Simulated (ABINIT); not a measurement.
Runs of ABINIT 10.8.3 (patched build) on MnO. The structure is cubic, space group Fm-3m (No. 225). Conventional cell: a = 4.448 Å, b = 4.448 Å, c = 4.448 Å, α = 90.00°, β = 90.00°, γ = 90.00°. Mn (site symmetry m-3m) has 6 O at 2.22 Å as nearest neighbours. O (site symmetry m-3m) is surrounded by 6 Mn at 2.22 Å. The cell is a database's computed one.

| task | level | potentials or basis | cell | k mesh | cutoff (eV) | fine-grid cutoff | cell freedom (optcell) | optimiser (ionmov) | cutoff smearing ecutsm (Ha) | force stop (Ha/bohr) | gap on the mesh (eV) | pressure (GPa) | moment (μB) | relaxed volume (Å³/atom) |
| --- | --- | --- | --- | --- | --- | --- | --- | --- | --- | --- | --- | --- | --- | --- |
| single point | LDA | JTH PAW LDA v2.0 | cell relaxed | 8 × 8 × 8 | 707 | 1306.15 eV | - | - | - | - | none | -0.6 | 3.93 | - |
| single point | LDA | PseudoDojo NC SR LDA v0.4.1 standard | cell relaxed | 8 × 8 × 8 | 1306 | - | - | - | - | - | none | 0.0 | 3.99 | - |
| relaxation of cell and atoms | LDA | JTH PAW LDA v2.0 | relaxed | 8 × 8 × 8 | 707 | 1306.15 eV | 2 | 2 | 0.5 | 2e-05 | none | 0.0 | 3.93 | 9.33 |
| relaxation of cell and atoms | LDA | PseudoDojo NC SR LDA v0.4.1 standard | relaxed | 8 × 8 × 8 | 1306 | - | 2 | 2 | 0.5 | 2e-05 | none | 0.0 | 3.99 | 9.31 |
| optical spectrum | PBEsol | PseudoDojo NC SR PBEsol v0.4.1 standard | as given | 6 × 6 × 6, with 4 shifts | 1143 | - | - | - | - | - | - | -8.2 | 4.81 | - |
| single point | PBEsol | PseudoDojo NC SR PBEsol v0.4.1 standard | as given | 8 × 8 × 8 | 1143 | - | - | - | - | - | none | (b) | 4.81 | - |
| phonons | LDA | JTH PAW LDA v2.0 | cell relaxed at zero pressure by an earlier run | 6 × 6 × 6, with 4 shifts | 707 | 1306.15 eV | - | - | 0.5 | - | - | (a) | 4.06 | - |

Alike in all rows: spin collinear, ferromagnetic start; smearing fermi-dirac 0.05 eV.

Estimate the missing entries.

(a) 2.8; (b) -8.4.

Caveats: a cell with one magnetic atom can't hold antiferromagnetic order, which such compounds often take; semilocal functionals often make such compounds metallic where correlation or magnetic order opens a gap, which also shifts bond lengths (some runs); the volume moved by over 15 % at a fixed basis, so the end points are rough (some runs); the intraband (Drude) term is left out (some runs); spectra need much finer meshes, so this one isn't converged (some runs); independent-particle spectra lack excitons (some runs); the mesh is coarse for a metal's response (some runs).

A gap of «none» marks a metal or a gap under the smearing width.

Runs at the PBE level aren't shown here.
